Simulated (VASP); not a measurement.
# Driving VASP from ASE on MgO (Periclase)

Do ASE scripts that read MgO (Periclase) from different structure formats give one answer, and do several routes find one equilibrium volume? All runs use LDA. Left out of this account: 1 further run (fields: a reference on another mesh). The start is a cell from a database of measured crystal structures.

Main program and level: VASP 6.6.1; LDA; plane waves and PAW (Mg, O).

The database entry behind the starting cell differs from later determinations by our own check (about 0.1 % long), so it need not match the best structure at ambient conditions.

### Step 1. Set-up

The structure is cubic, space group Fm-3m (No. 225). The conventional cell has a = 4.217 Å, b = 4.217 Å, c = 4.217 Å, α = 90.00°, β = 90.00°, γ = 90.00°. Nearest to Mg lie 6 O at 2.11 Å. Nearest to O lie 6 Mg at 2.11 Å. Farther neighbours and most contacts between anions are not listed.

Structure file:

```xyz
2
Lattice="0.0000 2.1085 2.1085 2.1085 0.0000 2.1085 2.1085 2.1085 0.0000" Properties=species:S:1:pos:R:3 pbc="T T T"
Mg    0.0000    0.0000    0.0000
O     2.1085    2.1085    2.1085
```

### Step 2. Self-consistent run (LDA, through ASE)

A single point through ASE, with the structure typed into the script.

The input, run.py:

```python
import numpy as np
from ase.calculators.vasp import Vasp
from ase import Atoms
from ase.dft.bandgap import bandgap

atoms = Atoms(['Mg', 'O'],
              cell=[[0.0, 2.1085, 2.1085], [2.1085, 0.0, 2.1085], [2.1085, 2.1085, 0.0]],
              scaled_positions=[[0.0, 0.0, 0.0], [0.5, 0.5, 0.5]],
              pbc=True)

calc = Vasp(
    xc='lda',
    pp='LDA',
    prec='Accurate',
    encut=520,
    ediff=1e-06,
    nelm=100,
    ismear=-1,
    sigma=0.05,
    lreal=False,
    algo='Normal',
    nbands=10,
    lorbit=11,
    lwave=False,
    lcharg=False,
    kpar=2,
    isif=2,
    pp_version='64',
    setups={'Mg': '', 'O': ''},
    kpts=(10, 10, 10),
    gamma=True,
    txt='vasp.out',
)
atoms.calc = calc

print("energy (eV):", round(atoms.get_potential_energy(), 6))
print("Fermi level (eV):", round(calc.get_fermi_level(), 4))
print("forces (eV/A):")
print(np.round(atoms.get_forces(), 4))
print("stress (GPa, Voigt, tension positive):", np.round(atoms.get_stress() * 160.21766, 3))
gap, p1, p2 = bandgap(calc, direct=False)
print("gap on the mesh (eV):", round(gap, 4))
```

PAW data sets: Mg and O (LDA family, release 64).

On the command line:

```bash
$ export ASE_VASP_COMMAND="mpirun -np 2 vasp_std"
$ python run.py
```

What it wrote:

```text
energy (eV): -13.421623
Fermi level (eV): 3.9114
forces (eV/A):
[[ 0. -0.  0.]
 [ 0.  0.  0.]]
stress (GPa, Voigt, tension positive): [ 8.209  8.209  8.209  0.     0.    -0.   ]
gap on the mesh (eV): 4.6225
```

Elapsed: 6.8 s, on 2 MPI ranks of AMD EPYC 7R43, shared host; peak memory 0.19 GiB; 11 s of CPU time.

Lines that name or quote the potential files are left out of all logs, and their timing lines are given in words.

The INCAR that ASE wrote:

```
ENCUT = 520.000000
SIGMA = 0.050000
EDIFF = 1.00e-06
ALGO = Normal
PREC = Accurate
ISIF = 2
ISMEAR = -1
KPAR = 2
LORBIT = 11
NBANDS = 10
NELM = 100
LCHARG = .FALSE.
LWAVE = .FALSE.
LREAL = .FALSE.
```

The KPOINTS that ASE wrote:

```
KPOINTS created by Atomic Simulation Environment
0
Gamma
10 10 10
0 0 0
```

vasp.out:

```text
[banner, memory and clock lines left out]
running    2 mpi-ranks, on    1 nodes
 distrk:  each k-point on    1 cores,    2 groups
 distr:  one band on    1 cores,    1 groups

 POSCAR found type information on POSCAR MgO
 POSCAR found :  2 types and       2 ions
 LDA part: xc-table for (Slater(with rela. corr.)+CA(PZ))
 , standard interpolation
 POSCAR, INCAR and KPOINTS ok, starting setup
 FFT: planning ... GRIDC
 FFT: planning ... GRID_SOFT
 FFT: planning ... GRID
 WAVECAR not read
 entering main loop
       N       E                     dE             d eps       ncg     rms          rms(c)
DAV:   1     0.132126757364E+02    0.13213E+02   -0.47012E+03  1052   0.708E+02
DAV:   2    -0.144005520160E+02   -0.27613E+02   -0.26201E+02  1062   0.140E+02
DAV:   3    -0.149898270207E+02   -0.58928E+00   -0.58854E+00  1122   0.187E+01
DAV:   4    -0.149912169193E+02   -0.13899E-02   -0.13899E-02  1056   0.994E-01
DAV:   5    -0.149912204278E+02   -0.35084E-05   -0.35084E-05  1068   0.487E-02    0.704E+00
DAV:   6    -0.134870808574E+02    0.15041E+01   -0.91163E+00   952   0.176E+01    0.228E+00
DAV:   7    -0.134461683019E+02    0.40913E-01   -0.65264E-02  1008   0.237E+00    0.128E+00
DAV:   8    -0.134219851115E+02    0.24183E-01   -0.30777E-02   954   0.192E+00    0.203E-01
DAV:   9    -0.134217598248E+02    0.22529E-03   -0.22551E-04  1080   0.124E-01    0.135E-01
DAV:  10    -0.134216233266E+02    0.13650E-03   -0.32040E-04  1000   0.167E-01    0.800E-03
DAV:  11    -0.134216225277E+02    0.79895E-06   -0.37818E-06  1020   0.111E-02
   1 F= -.13421623E+02 E0= -.13421623E+02  d E =-.137012E-10
```

Parts of OUTCAR (step 2):

```text
ion  position               nearest neighbor table
   1  0.000  0.000  0.000-   2 2.11   2 2.11   2 2.11   2 2.11   2 2.11   2 2.11
   2  0.500  0.500  0.500-   1 2.11   1 2.11   1 2.11   1 2.11   1 2.11   1 2.11

  LATTYP: Found a face centered cubic cell.
 ALAT       =     4.2170000000

 Subroutine GETGRP returns: Found 48 space group operations
 (whereof 48 operations were pure point group operations)

The static configuration has the point symmetry O_h .

 Found     47 irreducible k-points:

   k-points           NKPTS =     47   k-points in BZ     NKDIM =     47   number of bands    NBANDS=     10

   dimension x,y,z NGX =    24 NGY =   24 NGZ =   24
   dimension x,y,z NGXF=    48 NGYF=   48 NGZF=   48

   ENCUT  =  520.0 eV  38.22 Ry    6.18 a.u.   5.54  5.54  5.54*2*pi/ulx,y,z

   NELECT =       8.0000    total number of electrons

 k-points in reciprocal lattice and weights: KPOINTS created by Atomic Simulation Env
   0.00000000  0.00000000  0.00000000       0.001
   0.10000000  0.00000000  0.00000000       0.008
   0.20000000  0.00000000  0.00000000       0.008
   0.30000000  0.00000000  0.00000000       0.008
   0.40000000  0.00000000  0.00000000       0.008
   0.50000000  0.00000000  0.00000000       0.004
   0.10000000  0.10000000  0.00000000       0.006
   0.20000000  0.10000000  0.00000000       0.024
   0.30000000  0.10000000  0.00000000       0.024
[...]
-0.30000000  0.40000000  0.20000000       0.024
  -0.30000000  0.50000000  0.20000000       0.012

 average (electrostatic) potential at core
       1 -35.1671       2 -70.7865

 E-fermi :   3.9114

 k-point     1 :       0.0000    0.0000    0.0000
  band No.  band energies     occupation
      1     -14.1302      2.00000
      2       2.8537      2.00000
      3       2.8537      2.00000
      4       2.8537      2.00000
      5       7.4762      0.00000
      6      18.3602      0.00000
      7      18.3602      0.00000
      8      18.3602      0.00000
      9      22.3755      0.00000
    ...

 k-point     2 :       0.1000    0.0000    0.0000
  band No.  band energies     occupation
      1     -14.0207      2.00000
      2       2.1944      2.00000
      3       2.7851      2.00000
      4       2.7851      2.00000
      5       8.1010      0.00000
      6      17.1353      0.00000
      7      18.5980      0.00000
      8      18.5980      0.00000
      9      23.2546      0.00000
    ...

 k-point     3 :       0.2000    0.0000    0.0000
  band No.  band energies     occupation
      1     -13.7186      2.00000
      2       0.8597      2.00000
      3       2.6115      2.00000
      4       2.6115      2.00000
      5       9.2781      0.00000
      6      15.6404      0.00000
      7      19.0702      0.00000
      8      19.0702      0.00000
      9      22.5552      0.00000
    ...

  Total       -0.9605396     -0.9605396     -0.9605396      0.0000000      0.0000000     -0.0000000
  in kB      -82.0871259    -82.0871259    -82.0871259      0.0000000      0.0000000     -0.0000000
  external PRESSURE =     -82.0871259 kB  Pullay stress =       0.0000000 kB

  energy-cutoff  :      520.00
  volume of cell :       18.75
      direct lattice vectors                 reciprocal lattice vectors
     0.000000000  2.108500000  2.108500000    -0.237135404  0.237135404  0.237135404
     2.108500000  0.000000000  2.108500000     0.237135404 -0.237135404  0.237135404
     2.108500000  2.108500000  0.000000000     0.237135404  0.237135404 -0.237135404

 POSITION                                       TOTAL-FORCE (eV/Angst)
 -----------------------------------------------------------------------------------
      0.00000      0.00000      0.00000         0.000000     -0.000000      0.000000
      2.10850      2.10850      2.10850         0.000000      0.000000      0.000000
 -----------------------------------------------------------------------------------
    total drift:                               -0.000000     -0.000000      0.000000

  FREE ENERGIE OF THE ION-ELECTRON SYSTEM (eV)
  ---------------------------------------------------
  free  energy   TOTEN  =       -13.4216225277 eV

  energy  without entropy=      -13.4216225277  energy(sigma->0) =      -13.42162253

 total charge
# of ion       s       p       d       tot
------------------------------------------
    1        0.154   0.187   0.079   0.420
    2        1.530   3.535   0.000   5.065
--------------------------------------------------
tot          1.684   3.722   0.079   5.484

[... 3 further parts left out ...]
```

The gap is read on the k-mesh alone, so it is an upper bound where the band edges lie off the mesh. At this level the cell is under a tension of 8.2 GPa, so at these settings it is away from equilibrium.

Numbers from this step:

```
SCF cycles                     : 11
electrons                      : 8
bands                          : 10
irreducible k-points           : 47
symmetry operations            : 48
free energy (TOTEN)            : -13.42 eV
Fermi energy                   : 3.911 eV
pressure                       : -8.209 GPa
metallic                       : no
valence top at k               : 0, 0, 0
conduction bottom at k         : 0, 0, 0
least direct gap at k          : 0, 0, 0
gap on the k-mesh              : 4.623 eV
least direct gap on the k-mesh : 4.623 eV
```

The pressure is -8.21 GPa and the largest force 0.000 eV/Å, so the cell is not at a minimum at these settings.

(Continued in part 2 of 4.)

[Lines on the potential files, build, host, timing and source positions are cut from VASP's logs without a mark.]

[Logs are printed without paths, hosts, clocks, repeated set-up lines and the standing remarks that a program may print on its own settings, such as how far it seeks lower states.]

[Hosts, paths, dates, database ids (printed as entryN), source tags and the programs' standing remarks are cut or masked in the printed files.]

[A measured line is paired with the nearest computed mode of its activity, which favours agreement.]
